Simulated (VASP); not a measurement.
# HgTe (Coloradoite) (F-43m) in VASP: further runs

The runs below take HgTe (Coloradoite) through relaxation of the atoms, relaxation of cell and atoms, with PBE, LDA, PBEsol.

All numbers are computed with VASP 6.6.1; they aren't measurements. Logs are shortened: lines on timing, memory, paths and dates and some standing lists are left out, and cuts for length are marked.

## Step 1: Starting point

Symmetry: F-43m, No. 216, cubic system. Conventional cell: a = 6.429 Å, b = 6.429 Å, c = 6.429 Å, α = 90.00°, β = 90.00°, γ = 90.00°. Hg (site symmetry -43m) is surrounded by 4 Te at 2.78 Å. Te (site symmetry -43m) has 4 Hg at 2.78 Å as nearest neighbours.

## Step 2: Relaxation of the atoms, PBE (a relaxed cell with its volume scaled by 1.06)

File INCAR:

```
SYSTEM = HgTe
ALGO = Normal
EDIFF = 1E-7
EDIFFG = -0.01
ENCUT = 600
GGA = PE
IBRION = 2
ISIF = 2
ISMEAR = 0
LASPH = .True.
LCHARG = .False.
LREAL = .False.
LWAVE = .False.
NELM = 80
NSW = 40
PREC = Accurate
SIGMA = 0.03
```

File KPOINTS:

```
k-points
0
Gamma
  10 10 10
  0 0 0
```

File POSCAR:

```
HgTe                                    
1.0
    0.0000000000      3.3928628275      3.3928628275
    3.3928628275      0.0000000000      3.3928628275
    3.3928628275      3.3928628275     -0.0000000000
  Hg              Te            
     1     1
Direct
     1.0000000000000000    0.0000000000000000    1.0000000000000000
     0.2500000000000000    0.2500000000000000    0.2500000000000000
```

Potentials or basis: VASP PAW PBE potentials, release 64 (Hg, Te).

Run with:

```bash
$ cat potpaw_PBE.64/Hg/POTCAR potpaw_PBE.64/Te/POTCAR > POTCAR
$ mpirun -np 1 vasp_std > vasp.out
```

OUTCAR:

```text
SYSTEM = HgTe
   EDIFF = 1E-7
   EDIFFG = -0.01
   ENCUT = 600
   GGA = PE
   IBRION = 2
   ISIF = 2
   ISMEAR = 0
   LASPH = .True.
   LREAL = .False.
   NELM = 80
   NSW = 40
   PREC = Accurate

 ion  position               nearest neighbor table
   1  0.000  0.000  0.000-   2 2.94   2 2.94   2 2.94   2 2.94
   2  0.250  0.250  0.250-   1 2.94   1 2.94   1 2.94   1 2.94

  LATTYP: Found a face centered cubic cell.
 ALAT       =     6.7857256550

  Lattice vectors:

 A1 = (   0.0000000000,   3.3928628275,   3.3928628275)
 A2 = (   3.3928628275,   0.0000000000,   3.3928628275)
 A3 = (   3.3928628275,   3.3928628275,   0.0000000000)

Analysis of symmetry for initial positions (statically):
=====================================================================
 Subroutine PRICEL returns:
 Original cell was already a primitive cell.

 Routine SETGRP: Setting up the symmetry group for a
 face centered cubic supercell.

 Subroutine GETGRP returns: Found 24 space group operations
 (whereof 24 operations were pure point group operations)
 out of a pool of 48 trial point group operations.

The static configuration has the point symmetry T_d .

Analysis of symmetry for dynamics (positions and initial velocities):
=====================================================================
 Subroutine PRICEL returns:
 Original cell was already a primitive cell.

 Routine SETGRP: Setting up the symmetry group for a
 face centered cubic supercell.

 Subroutine GETGRP returns: Found 24 space group operations
 (whereof 24 operations were pure point group operations)
 out of a pool of 48 trial point group operations.

The dynamic configuration has the point symmetry T_d .

 Subroutine INISYM returns: Found 24 space group operations
 (whereof 24 operations are pure point group operations),
 and found     1 'primitive' translations

----------------------------------------------------------------------------------------

                                     Primitive cell

  volume of cell :      78.1140

  direct lattice vectors                    reciprocal lattice vectors
     0.000000000  3.392862828  3.392862828    -0.147368174  0.147368174  0.147368174
     3.392862828  0.000000000  3.392862828     0.147368174 -0.147368174  0.147368174
     3.392862828  3.392862828  0.000000000     0.147368174  0.147368174 -0.147368174

  length of vectors
     4.798232626  4.798232626  4.798232626     0.255249165  0.255249165  0.255249165

  position of ions in fractional coordinates (direct lattice)
     0.000000000  0.000000000  0.000000000
     0.250000000  0.250000000  0.250000000

  ion indices of the primitive-cell ions
   primitive index   ion index
                 1           1
                 2           2

----------------------------------------------------------------------------------------

 KPOINTS: k-points

Automatic generation of k-mesh.
 Grid dimensions read from file:
 generate k-points for:   10   10   10

 Generating k-lattice:

  Cartesian coordinates                     Fractional coordinates (reciprocal lattice)
    -0.014736817  0.014736817  0.014736817     0.100000000  0.000000000  0.000000000
     0.014736817 -0.014736817  0.014736817     0.000000000  0.100000000  0.000000000
     0.014736817  0.014736817 -0.014736817     0.000000000  0.000000000  0.100000000

  Length of vectors
     0.025524917  0.025524917  0.025524917

  Shift w.r.t. Gamma in fractional coordinates (k-lattice)
     0.000000000  0.000000000  0.000000000

 Subroutine IBZKPT returns following result:
 ===========================================

 Found     47 irreducible k-points:

 Following reciprocal coordinates:
            Coordinates               Weight
  0.000000  0.000000  0.000000      1.000000
  0.100000  0.000000  0.000000      8.000000
  0.200000  0.000000  0.000000      8.000000
  0.300000  0.000000  0.000000      8.000000
  0.400000  0.000000  0.000000      8.000000
  0.500000  0.000000  0.000000      4.000000
[... 16 lines left out ...]
  0.300000  0.300000  0.000000      6.000000
  0.400000  0.300000  0.000000     24.000000
 [... further k-points ...]
   k-points           NKPTS =     47   k-points in BZ     NKDIM =     47   number of bands    NBANDS=     13
   number of dos      NEDOS =    301   number of ions     NIONS =      2
   total plane-waves  NPLWV =  64000
   dimension x,y,z NGX =    40 NGY =   40 NGZ =   40
   dimension x,y,z NGXF=    80 NGYF=   80 NGZF=   80
   ions per type =               1   1
   NGX,Y,Z   is equivalent  to a cutoff of  13.86, 13.86, 13.86 a.u.
   NGXF,Y,Z  is equivalent  to a cutoff of  27.72, 27.72, 27.72 a.u.
 SYSTEM =  HgTe
   PREC   = accura    normal or accurate (medium, high low for compatibility)
   ISTART =      0    job   : 0-new  1-cont  2-samecut
   ICHARG =      2    charge: 1-file 2-atom 10-const
   ISPIN  =      1    spin polarized calculation?
   LNONCOLLINEAR =      F non collinear calculations
   LSORBIT =      F    spin-orbit coupling
   LASPH  =      T    aspherical Exc in radial PAW
   ENCUT  =  600.0 eV  44.10 Ry    6.64 a.u.   9.58  9.58  9.58*2*pi/ulx,y,z
   NELM   =     80;   NELMIN=  2; NELMDL= -5     # of ELM steps
   EDIFF  = 0.1E-06   stopping-criterion for ELM
   LREAL  =      F    real-space projection
   EDIFFG = -.1E-01   stopping-criterion for IOM
   NSW    =     40    number of steps for IOM
   IBRION =      2    ionic relax: 0-MD 1-quasi-New 2-CG
   NFREE  =      1    steps in history (QN), initial steepest desc. (CG)
   ISIF   =      2    stress and relaxation
   ISYM   =      2    0-nonsym 1-usesym 2-fastsym
   POTIM  = 0.5000    time-step for ionic-motion
   TEBEG  =    0.0;   TEEND  =   0.0 temperature during run
   PSTRESS=    0.0 pullay stress
   NELECT =      18.0000    total number of electrons
   NUPDOWN=      -1.0000    fix difference up-down
   EMIN   =  10.00;   EMAX   =-10.00  energy-range for DOS
   EFERMI =   0.00;   METHOD = LEGACY
   ISMEAR =     0;   SIGMA  =   0.03  broadening in eV -4-tet -1-fermi 0-gaus
   EFERMI_NEDOS =   21; number of points for ismear=-14 and -15
   IALGO  =     38    algorithm
   IMIX   =      4    mixing-type and parameters
     AMIX     =   0.40;   BMIX     =  1.00
     AMIX_MAG =   1.60;   BMIX_MAG =  1.00
  volume/ion in A,a.u.               =      39.06       263.57
  Fermi-wavevector in a.u.,A,eV,Ry     =   1.003666  1.896654 13.705776  1.007346
  Thomas-Fermi vector in A             =   2.136233
   LORBIT       =      0    0 simple, 1 ext, 2 COOP (PROOUT), +10 PAW based schemes
   GGA     = PE    functional components
   LHFCALC =     F    Hartree Fock is set to
   AEXX    =    0.0000 exact exchange contribution
   IVDW    =     0    specifies the selected vdW correction
   LEPSILON=     F    determine dielectric tensor
   LRPA    =     F    only Hartree local field effects (RPA)
 conjugate gradient relaxation of ions
 non-spin polarized calculation
 Gauss-broadening in eV      SIGMA  =   0.03
  energy-cutoff  :      600.00
  volume of cell :       78.11
 maximum number of plane-waves:      2661
 NGX is ok and might be reduce to    40
   NGX = 19   NGY = 19   NGZ = 19

 number of electron      17.9999998 magnetization

 Free energy of the ion-electron system (eV)
  ---------------------------------------------------
  ext. energy  EPLUGINS =         0.00000000
  ---------------------------------------------------
  free energy    TOTEN  =        -3.62666216 eV

  energy without entropy =       -3.62661586  energy(sigma->0) =       -3.62663901

 E-fermi :   1.6898     XC(G=0):  -8.0926

 val. band max:        1.6806370104   @ k =   0.0000   0.0000   0.0000
 cond. band min:       2.0639311841   @ k =   0.1000   0.0000   0.0000
 fundamental gap:      0.3832941737
 Fermi energy:         1.6897765652

 k-point     1 :       0.0000    0.0000    0.0000
  band No.  band energies     occupation
      1      -9.3816      2.00000
      2      -4.9319      2.00000
      3      -4.9319      2.00000
      4      -4.9319      2.00000
      5      -4.5611      2.00000
      6      -4.5611      2.00000
      7       0.6310      2.00000
      8       1.6806      1.33342
      9       1.6806      1.33342
     10       1.6806      1.33342
     11       6.1371      0.00000
     12       6.1371      0.00000
     13       6.1371      0.00000

 k-point     2 :       0.1000    0.0000    0.0000
  band No.  band energies     occupation
      1      -9.3453      2.00000
      2      -4.9219      2.00000
      3      -4.9219      2.00000
      4      -4.9131      2.00000
      5      -4.5619      2.00000
      6      -4.5619      2.00000
      7       0.0555      2.00000
      8       1.5982      1.99998
      9       1.5982      1.99998
     10       2.0639      0.00000
     11       6.0107      0.00000
     12       6.2602      0.00000
     13       6.2602      0.00000

 k-point     3 :       0.2000    0.0000    0.0000
  band No.  band energies     occupation
      1      -9.2480      2.00000
      2      -4.8971      2.00000
      3      -4.8971      2.00000
      4      -4.8454      2.00000
      5      -4.5623      2.00000
      6      -4.5623      2.00000
      7      -0.8915      2.00000
      8       1.3987      2.00000
      9       1.3987      2.00000
     10       2.4066      0.00000
     11       6.1849      0.00000
     12       6.5319      0.00000
     13       6.5319      0.00000
[... 305 lines left out ...]
 k-point    23 :       0.3000    0.3000    0.0000
  band No.  band energies     occupation
      1      -9.0342      2.00000
      2      -4.7976      2.00000
      3      -4.7872      2.00000
      4      -4.7872      2.00000
      5      -4.5511      2.00000
      6      -4.5329      2.00000
      7      -1.9091      2.00000
      8       0.4656      2.00000
      9       0.4656      2.00000
     10       3.5361      0.00000
     11       4.8290      0.00000
     12       8.2618      0.00000
     13       8.2618      0.00000

 k-point    24 :       0.4000    0.3000    0.0000
  band No.  band energies     occupation
      1      -8.9495      2.00000
      2      -4.7903      2.00000
      3      -4.7576      2.00000
      4      -4.7171      2.00000
      5      -4.5288      2.00000
      6      -4.4722      2.00000
      7      -2.3697      2.00000
      8       0.1523      2.00000
      9       0.2986      2.00000
     10       3.6596      0.00000
     11       4.9259      0.00000
     12       8.0504      0.00000
     13       8.6148      0.00000

 [... further k-points ...]

------------------------ aborting loop because EDIFF is reached ----------------------------------------

  FORCE on cell =-STRESS in cart. coord.  units (eV):
  Direction    XX          YY          ZZ          XY          YZ          ZX
  --------------------------------------------------------------------------------------
  -------------------------------------------------------------------------------------
  Total       -0.8342196     -0.8342196     -0.8342196     -0.0000000     -0.0000000     -0.0000000
  in kB      -17.1104749    -17.1104749    -17.1104749     -0.0000000     -0.0000000     -0.0000000
  external PRESSURE =     -17.1104749 kB  Pullay stress =       0.0000000 kB

 VOLUME and BASIS-vectors are now :
 -----------------------------------------------------------------------------
  energy-cutoff  :      600.00
  volume of cell :       78.11
      direct lattice vectors                 reciprocal lattice vectors
     0.000000000  3.392862828  3.392862828    -0.147368174  0.147368174  0.147368174
     3.392862828  0.000000000  3.392862828     0.147368174 -0.147368174  0.147368174
     3.392862828  3.392862828  0.000000000     0.147368174  0.147368174 -0.147368174

 POSITION                                       TOTAL-FORCE (eV/Angst)
 -----------------------------------------------------------------------------------
      0.00000      0.00000      0.00000        -0.000000     -0.000000     -0.000000
      1.69643      1.69643      1.69643         0.000000      0.000000      0.000000
 -----------------------------------------------------------------------------------
    total drift:                                0.000000      0.000000      0.000000

  FREE ENERGIE OF THE ION-ELECTRON SYSTEM (eV)
  ---------------------------------------------------
  free  energy   TOTEN  =        -3.6266621590 eV

  energy  without entropy=       -3.6266158583  energy(sigma->0) =       -3.62663901

 reached required accuracy - stopping structural energy minimisation
```

Run time: 44 s. Hardware: 1 thread of Intel Xeon Platinum 8259CL at 2.50GHz (Skylake/Cascade Lake), shared host; peak memory 0.27 GiB.

Results:

```
Free energy             : -3.6267 eV
Pressure after relaxing : -1.7 GPa
Band gap on the k mesh  : none (metal or under the smearing width)
```

Final structure:
```
Hg Te
1.0
     0.00000    3.39286    3.39286
     3.39286    0.00000    3.39286
     3.39286    3.39286    0.00000
Hg Te
1 1
Direct
  0.00000 0.00000 0.00000
  0.25000 0.25000 0.25000
```

Caveat: the relaxation stopped at its first step, so nothing moved.

(Part 1 of 2 ends here.)
